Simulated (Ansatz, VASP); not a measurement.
## MgI2: VASP beside Ansatz

```
Mg I
1.0
     4.20720    0.00000   -0.15419
    -2.10360    3.64354    0.07710
    -0.28630    0.00000    7.70783
Mg I
1 2
Direct
  0.00000 0.00000 0.00000
  0.30508 0.66706 0.78270
  0.69492 0.33294 0.21730
```

Change from the starting cell: engineering shear strain xz -0.0733, normal strain along z -0.0133.

Alike in both runs: functional PBE; k mesh 6 × 6 × 4; occupations gaussian, width 0.05 eV; no spin polarisation.

Ansatz relaxed the structure, and its values are those at the end. VASP's run is a single point on that final structure, the one shown.

```csv
,VASP,Ansatz
version,VASP 6.6.1,Ansatz 0.2.0
potentials or method,"VASP PAW PBE potentials, release 64 (Mg, I)","scalar-relativistic, plane waves, PAW"
plane-wave cutoff (eV),520,520
valence electrons in the cell,16,44
```

|  | VASP | Ansatz | Ansatz less VASP |
| --- | --- | --- | --- |
| gap on the k mesh at the Fermi level (eV) | 3.55 | 3.57 | +0.017 |
| least direct gap on the mesh (eV) | 3.70 | 3.71 | +0.014 |
| pressure (GPa) | 0.0 | 0.0 | +0.05 |
| rms of the force components (eV/Å) | 0.006 | 0.002 | -0.0039 |

The two sets of potentials don't hold the same shells in valence. Ansatz warned: «stress_scf_threshold_loose».

Caveats: spin-orbit coupling is left out, which moves the levels of the heavy elements. A k mesh can miss the band edges.
